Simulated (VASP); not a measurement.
# LiCl (Fm-3m) in VASP: a series of runs

The runs below take LiCl through single point, relaxation of the atoms, with LDA, PBEsol+rVV10.

Everything below comes from runs of VASP 6.6.1. Logs are shortened: lines on timing, memory, paths and dates and some standing lists are left out, and cuts for length are marked.

## Step 1: Starting point

It takes space group Fm-3m (No. 225, cubic). The conventional cell has a = 5.130 Å, b = 5.130 Å, c = 5.130 Å, α = 90.00°, β = 90.00°, γ = 90.00°. Around Cl (site symmetry m-3m) lie 6 Li at 2.56 Å. Around Li (site symmetry m-3m) lie 6 Cl at 2.56 Å.

## Step 2: Single point, LDA

run.py reads:

```python
from ase import Atoms
from ase.calculators.vasp import Vasp
from ase.dft.bandgap import bandgap

atoms = Atoms(
    ['Cl', 'Li'],
    cell=[[0.0, 2.56477, 2.56477], [2.56477, 0.0, 2.56477], [2.56477, 2.56477, 0.0]],
    scaled_positions=[[0.5, 0.5, 0.5], [0.0, 0.0, 0.0]],
    pbc=True,
)
calc = Vasp(
    directory='calc',
    xc='lda',
    pp='LDA',
    setups='recommended',
    prec='Accurate',
    encut=520,
    ediff=1e-06,
    ismear=0,
    sigma=0.1,
    lreal=False,
    lasph=True,
    nelm=80,
    algo='Fast',
    isif=2,
    lwave=False,
    lcharg=True,
    lelf=True,
    lvhar=True,
    kpts=[9, 9, 9],
    gamma=True,
)
atoms.calc = calc

print('energy (eV):', atoms.get_potential_energy())
print('free energy (eV):', atoms.get_potential_energy(force_consistent=True))
print('forces (eV/A):')
print(atoms.get_forces())
print('stress (eV/A^3, Voigt):', atoms.get_stress())
print('Fermi level (eV):', calc.get_fermi_level())
gap, top, bottom = bandgap(calc)
print('band gap (eV):', gap, 'from (spin, k, band)', top, 'to', bottom)
```

Potentials or basis: VASP PAW LDA potentials, release 64 (Cl, Li_sv).

Run with:

```bash
$ python run.py
```

What it wrote:

```text
energy (eV): -8.06203501
free energy (eV): -8.06203501
forces (eV/A):
[[ 0. -0. -0.]
 [-0.  0.  0.]]
stress (eV/A^3, Voigt): [ 0.02065784  0.02065784  0.02065784 -0.          0.         -0.        ]
Fermi level (eV): 1.02807295
band gap (eV): 6.0047999999999995 from (spin, k, band) (0, np.int64(0), np.int64(4)) to (0, np.int64(0), np.int64(5))
```

OUTCAR:

```text
ENCUT = 520.000000
   EDIFF = 1.00e-06
   PREC = Accurate
   ISIF = 2
   ISMEAR = 0
   NELM = 80
   LASPH = .TRUE.
   LREAL = .FALSE.

 ion  position               nearest neighbor table
   1  0.500  0.500  0.500-   2 2.56   2 2.56   2 2.56   2 2.56   2 2.56   2 2.56
   2  0.000  0.000  0.000-   1 2.56   1 2.56   1 2.56   1 2.56   1 2.56   1 2.56

  LATTYP: Found a face centered cubic cell.
 ALAT       =     5.1295400000

  Lattice vectors:

 A1 = (   0.0000000000,   2.5647700000,   2.5647700000)
 A2 = (   2.5647700000,   0.0000000000,   2.5647700000)
 A3 = (   2.5647700000,   2.5647700000,   0.0000000000)

Analysis of symmetry for initial positions (statically):
=====================================================================
 Subroutine PRICEL returns:
 Original cell was already a primitive cell.

 Routine SETGRP: Setting up the symmetry group for a
 face centered cubic supercell.

 Subroutine GETGRP returns: Found 48 space group operations
 (whereof 48 operations were pure point group operations)
 out of a pool of 48 trial point group operations.

The static configuration has the point symmetry O_h .

Analysis of symmetry for dynamics (positions and initial velocities):
=====================================================================
 Subroutine PRICEL returns:
 Original cell was already a primitive cell.

 Routine SETGRP: Setting up the symmetry group for a
 face centered cubic supercell.

 Subroutine GETGRP returns: Found 48 space group operations
 (whereof 48 operations were pure point group operations)
 out of a pool of 48 trial point group operations.

The dynamic configuration has the point symmetry O_h .

 Subroutine INISYM returns: Found 48 space group operations
[... 132 lines left out ...]
  volume of cell :       33.74
 maximum number of plane-waves:       922
   NGX = 13   NGY = 13   NGZ = 13

 number of electron      10.0000004 magnetization

 Free energy of the ion-electron system (eV)
  ---------------------------------------------------
  ext. energy  EPLUGINS =         0.00000000
  ---------------------------------------------------
  free energy    TOTEN  =        -8.06203501 eV

  energy without entropy =       -8.06203501  energy(sigma->0) =       -8.06203501

 E-fermi :   1.0281     XC(G=0):  -9.1648

 val. band max:        0.4532372219   @ k =   0.0000   0.0000   0.0000
 cond. band min:       6.4579664616   @ k =   0.0000   0.0000   0.0000
 fundamental gap:      6.0047292397
 Fermi energy:         1.0280729549

 k-point     1 :       0.0000    0.0000    0.0000
  band No.  band energies     occupation
      1     -42.0176      2.00000
      2     -12.8727      2.00000
      3       0.4532      2.00000
      4       0.4532      2.00000
      5       0.4532      2.00000
      6       6.4580      0.00000
      7      12.1887      0.00000
      8      12.1887      0.00000
      9      12.1887      0.00000
[... 265 lines left out ...]
 k-point    24 :       0.4444    0.4444    0.0000
  band No.  band energies     occupation
      1     -42.0136      2.00000
      2     -12.0595      2.00000
      3      -2.4567      2.00000
      4      -0.6564      2.00000
      5      -0.6564      2.00000
      6       8.1449      0.00000
      7       8.5200      0.00000
      8      12.2719      0.00000
      9      14.0391      0.00000

 [... further k-points ...]

------------------------ aborting loop because EDIFF is reached ----------------------------------------

  FORCE on cell =-STRESS in cart. coord.  units (eV):
  Direction    XX          YY          ZZ          XY          YZ          ZX
  --------------------------------------------------------------------------------------
  -------------------------------------------------------------------------------------
  Total       -0.6970437     -0.6970437     -0.6970437     -0.0000000     -0.0000000     -0.0000000
  in kB      -33.0975086    -33.0975086    -33.0975086     -0.0000000     -0.0000000     -0.0000000
  external PRESSURE =     -33.0975086 kB  Pullay stress =       0.0000000 kB

 VOLUME and BASIS-vectors are now :
 -----------------------------------------------------------------------------
  energy-cutoff  :      520.00
  volume of cell :       33.74
      direct lattice vectors                 reciprocal lattice vectors
     0.000000000  2.564770000  2.564770000    -0.194949255  0.194949255  0.194949255
     2.564770000  0.000000000  2.564770000     0.194949255 -0.194949255  0.194949255
     2.564770000  2.564770000  0.000000000     0.194949255  0.194949255 -0.194949255

 POSITION                                       TOTAL-FORCE (eV/Angst)
 -----------------------------------------------------------------------------------
      2.56477      2.56477      2.56477         0.000000     -0.000000     -0.000000
      0.00000      0.00000      0.00000        -0.000000      0.000000      0.000000
 -----------------------------------------------------------------------------------
    total drift:                                0.000000      0.000000      0.000000

  FREE ENERGIE OF THE ION-ELECTRON SYSTEM (eV)
  ---------------------------------------------------
  free  energy   TOTEN  =        -8.0620350142 eV

  energy  without entropy=       -8.0620350142  energy(sigma->0) =       -8.06203501
```

INCAR:

```text
ENCUT = 520.000000
SIGMA = 0.100000
EDIFF = 1.00e-06
ALGO = Fast
PREC = Accurate
ISIF = 2
ISMEAR = 0
NELM = 80
LASPH = .TRUE.
LCHARG = .TRUE.
LELF = .TRUE.
LVHAR = .TRUE.
LWAVE = .FALSE.
LREAL = .FALSE.
```

It took 16 s on 1 thread of Intel Xeon Platinum 8488C (Sapphire Rapids), shared host; peak memory 0.14 GiB.

Results:

```yaml
Free_energy: -8.0620 eV
Band_gap_on_the_k_mesh: 6.00 eV, direct
```

Levels at points of the mesh, in eV from the valence-band top:
```
           k point  band 1  band 2  band 3  band 4  band 5  band 6  band 7  band 8  band 9
(0.00, 0.00, 0.00)  -42.47  -13.33    0.00    0.00    0.00    6.00   11.74   11.74   11.74
```

Caveat: the cutoff is under 1.25 times the usual one of these potentials, so pressure, stress and relaxed cells hold a basis-set (Pulay) error; an odd mesh through Γ misses points on the zone boundary, where band edges often lie. A hybrid or GW would open this gap; LDA tends to underestimate it.

## Step 3: Relaxation of the atoms, PBEsol+rVV10 (atoms moved at random, drawn with an rms of 0.15 Å)

INCAR reads:

```
PREC = Accurate ; ENCUT = 520
EDIFF = 1E-7 ; ISMEAR = -1
SIGMA = 0.1 ; LREAL = F
LASPH = T ; NELM = 60
ALGO = Normal ; ISIF = 2
LWAVE = F ; LCHARG = F
GGA = PS ; LUSE_VDW = T
IVDW_NL = 2 ; BPARAM = 20.0
CPARAM = 0.0093 ; IBRION = 2
NSW = 60 ; EDIFFG = -0.01
ISYM = 1
```

KPOINTS reads:

```
Automatic mesh
0
Gamma
  9 9 9
```

POSCAR reads:

```
LiCl
1.0
    0.0000000000      2.5647700000      2.5647700000
    2.5647700000      0.0000000000      2.5647700000
    2.5647700000      2.5647700000      0.0000000000
Cl Li
1 1
Selective dynamics
Direct
    0.4840070000      0.5567240000      0.5018720000  F F F
    0.0679220000      0.0063360000     -0.0564530000  T T T
```

Potentials or basis: VASP PAW PBE potentials, release 64 (Cl, Li_sv).

Run with:

```bash
$ cat potpaw_PBE.64/Cl/POTCAR potpaw_PBE.64/Li_sv/POTCAR > POTCAR
$ mpirun -np 1 vasp_std > vasp.out
```

OUTCAR:

```text
PREC = Accurate
   ENCUT = 520
   EDIFF = 1E-7
   ISMEAR = -1
   LREAL = F
   LASPH = T
   NELM = 60
   ISIF = 2
   GGA = PS
   IVDW_NL = 2
   BPARAM = 20.0
   IBRION = 2
   NSW = 60
   EDIFFG = -0.01
   ISYM = 1

 ion  position               nearest neighbor table
   1  0.484  0.557  0.502-   2 2.29   2 2.50   2 2.52
   2  0.068  0.006  0.944-   1 2.29   1 2.50   1 2.52

  LATTYP: Found a face centered cubic cell.
 ALAT       =     5.1295400000

  Lattice vectors:

 A1 = (   0.0000000000,   2.5647700000,   2.5647700000)
 A2 = (   2.5647700000,   0.0000000000,   2.5647700000)
 A3 = (   2.5647700000,   2.5647700000,   0.0000000000)

Analysis of symmetry for initial positions (statically):
=====================================================================
 Subroutine PRICEL returns:
 Original cell was already a primitive cell.

 Routine SETGRP: Setting up the symmetry group for a
 face centered cubic supercell.

 Subroutine GETGRP returns: Found  1 space group operations
 (whereof  1 operations were pure point group operations)
 out of a pool of 48 trial point group operations.

The static configuration has the point symmetry C_1 .

Analysis of symmetry for dynamics (positions and initial velocities):
=====================================================================
 Subroutine PRICEL returns:
 Original cell was already a primitive cell.

 Routine SETGRP: Setting up the symmetry group for a
 face centered cubic supercell.

 Subroutine GETGRP returns: Found  1 space group operations
 (whereof  1 operations were pure point group operations)
 out of a pool of 48 trial point group operations.

The dynamic configuration has the point symmetry C_1 .

Analysis of constrained symmetry for selective dynamics:
=====================================================================
 Subroutine PRICEL returns:
[... 161 lines left out ...]

------------------------ aborting loop because EDIFF is reached ----------------------------------------

  FORCE on cell =-STRESS in cart. coord.  units (eV):
  Direction    XX          YY          ZZ          XY          YZ          ZX
  --------------------------------------------------------------------------------------
  -------------------------------------------------------------------------------------
  Total        0.3515379     -0.3467075     -0.3212780      0.0157187     -0.0014604      0.0209846
  in kB       16.6919662    -16.4626068    -15.2551423      0.7463664     -0.0693460      0.9964056
  external PRESSURE =      -5.0085943 kB  Pullay stress =       0.0000000 kB
[... 89 lines left out ...]
  FREE ENERGIE OF THE ION-ELECTRON SYSTEM (eV)
  ---------------------------------------------------
  free  energy   TOTEN  =        -7.4871078399 eV

  energy  without entropy=       -7.4871078399  energy(sigma->0) =       -7.48710784

[... ionic steps 4 to 7 ...]

--------------------------------------- Ionic step        8  -------------------------------------------

 number of electron      10.0000000 magnetization

------------------------ aborting loop because EDIFF is reached ----------------------------------------
[... 67 lines left out ...]
--------------------------------------- Ionic step       10  -------------------------------------------

 number of electron      10.0000001 magnetization

 Free energy of the ion-electron system (eV)
  ---------------------------------------------------
  ext. energy  EPLUGINS =         0.00000000
  ---------------------------------------------------
  free energy    TOTEN  =        -7.50981800 eV

  energy without entropy =       -7.50981800  energy(sigma->0) =       -7.50981800

 E-fermi :   2.8615     XC(G=0):  -8.9336

 val. band max:        0.5327212671   @ k =   0.0000   0.0000   0.0000
 cond. band min:       6.6390670683   @ k =   0.0000   0.0000   0.0000
 fundamental gap:      6.1063458012
 Fermi energy:         2.8615004138

 k-point     1 :       0.0000    0.0000    0.0000
  band No.  band energies     occupation
      1     -42.2568      2.00000
      2     -12.8626      2.00000
      3       0.5326      2.00000
      4       0.5327      2.00000
      5       0.5327      2.00000
      6       6.6391      0.00000
      7      12.3269      0.00000
      8      12.3269      0.00000
      9      12.3273      0.00000
[... 265 lines left out ...]
 k-point    24 :       0.1111    0.1111   -0.1111
  band No.  band energies     occupation
      1     -42.2558      2.00000
      2     -12.6497      2.00000
      3      -0.5879      2.00000
      4       0.2408      2.00000
      5       0.3141      2.00000
      6       7.8541      0.00000
      7      10.7822      0.00000
      8      11.0614      0.00000
      9      12.1147      0.00000

 [... further k-points ...]

------------------------ aborting loop because EDIFF is reached ----------------------------------------

  FORCE on cell =-STRESS in cart. coord.  units (eV):
  Direction    XX          YY          ZZ          XY          YZ          ZX
  --------------------------------------------------------------------------------------
  -------------------------------------------------------------------------------------
  Total       -0.3411254     -0.3416794     -0.3417189     -0.0000504      0.0000322     -0.0000797
  in kB      -16.1975521    -16.2238578    -16.2257348     -0.0023913      0.0015275     -0.0037856
  external PRESSURE =     -16.2157149 kB  Pullay stress =       0.0000000 kB
[... 17 lines left out ...]
  FREE ENERGIE OF THE ION-ELECTRON SYSTEM (eV)
  ---------------------------------------------------
  free  energy   TOTEN  =        -7.5098180019 eV

  energy  without entropy=       -7.5098180019  energy(sigma->0) =       -7.50981800

 reached required accuracy - stopping structural energy minimisation
```

OSZICAR:

```text
N       E                     dE             d eps       ncg     rms          rms(c)
DAV:   1     0.443571972451E+02    0.44357E+02   -0.43011E+03  6586   0.101E+03
DAV:   2    -0.492643538856E+01   -0.49284E+02   -0.47689E+02  8517   0.160E+02
DAV:   3    -0.742343757159E+01   -0.24970E+01   -0.24932E+01  8659   0.452E+01
[... 81 lines left out ...]
DAV:   2    -0.750979017380E+01   -0.68497E-03   -0.82878E-03  7181   0.954E-01    0.103E-01
DAV:   3    -0.750981705895E+01   -0.26885E-04   -0.22669E-04  9893   0.142E-01    0.171E-02
DAV:   4    -0.750981775040E+01   -0.69145E-06   -0.12856E-05  7764   0.364E-02    0.875E-03
DAV:   5    -0.750981795902E+01   -0.20861E-06   -0.24181E-06  9331   0.148E-02    0.252E-03
DAV:   6    -0.750981800190E+01   -0.42882E-07   -0.16774E-07  6745   0.425E-03
  10 F= -.75098180E+01 E0= -.75098180E+01  d E =-.131603E-02
```

It took 14 min on 1 thread of Intel Xeon Platinum 8488C (Sapphire Rapids), shared host; peak memory 0.35 GiB.

Results:

```
Free energy               : -7.5098 eV
Energy gained by relaxing : 20.6 meV/atom
Ionic steps               : 10
Band gap on the k mesh    : 6.11 eV, direct
```

The path:
| step | energy change (eV) | largest force (eV/Å) | pressure (GPa) |
| --- | --- | --- | --- |
| 1 | 0.0000 | 0.3449 | -0.50 |
| 2 | -0.0054 | 0.3095 | -0.64 |
| 3 | -0.0186 | 0.2216 | -0.97 |
| 4 | -0.0340 | 0.1071 | -1.40 |
| 5 | -0.0380 | 0.0712 | -1.52 |
| 6 | -0.0400 | 0.0444 | -1.58 |
| 7 | -0.0403 | 0.0376 | -1.59 |
| 8 | -0.0411 | 0.0174 | -1.62 |
| 9 | -0.0409 | 0.0251 | -1.61 |
| 10 | -0.0413 | 0.0064 | -1.62 |

Final structure:
```yaml
crystal:
  lattice:
    - [0.00000, 2.56477, 2.56477]
    - [2.56477, 0.00000, 2.56477]
    - [2.56477, 2.56477, 0.00000]
  atoms:
    - { symbol: Cl, position: [0.48401, 0.55672, 0.50187] }
    - { symbol: Li, position: [0.98229, 0.05833, 0.00367] }
```

Caveat: the cutoff is under 1.25 times the usual one of these potentials, so pressure, stress and relaxed cells hold a basis-set (Pulay) error; the PAW data sets were made with another functional, which shifts forces and pressure a little; an odd mesh through Γ misses points on the zone boundary, where band edges often lie.

## Step 4: For comparison

An earlier run on the cell as given: functional PBE; potentials or basis VASP PAW PBE potentials, release 64 (Cl, Li_sv); cutoff 520 eV; k mesh 9 × 9 × 9; occupations fermi-dirac, width 0.05 eV; no spin polarisation.

- Band gap on the k mesh: 6.34 eV, direct

## Step 5: Overview

| task | level | potentials or basis | cell | smearing | atoms held fixed (from 0) | other keys | gap on the mesh (eV) |
| --- | --- | --- | --- | --- | --- | --- | --- |
| single point | LDA | VASP PAW LDA potentials, release 64 (Cl, Li_sv) | as given | gaussian 0.1 eV | - | - | 6.00 |
| relaxation of the atoms | PBEsol+rVV10 | VASP PAW PBE potentials, release 64 (Cl, Li_sv) | atoms relaxed from: atoms moved at random, drawn with an rms of 0.15 Å | fermi-dirac 0.1 eV | [0] | ISYM = 1 | 6.11 |
| single point | PBE | VASP PAW PBE potentials, release 64 (Cl, Li_sv) | as given | fermi-dirac 0.05 eV | - | - | 6.34 |

Alike in all rows: no spin polarisation; k mesh 9 × 9 × 9; cutoff (eV) 520.

Caveats: the cutoff is under 1.25 times the usual one of these potentials, so pressure, stress and relaxed cells hold a basis-set (Pulay) error; an odd mesh through Γ misses points on the zone boundary, where band edges often lie; the PAW data sets were made with another functional, which shifts forces and pressure a little (some runs).

Absolute energies hang on the potentials; compare differences alone.
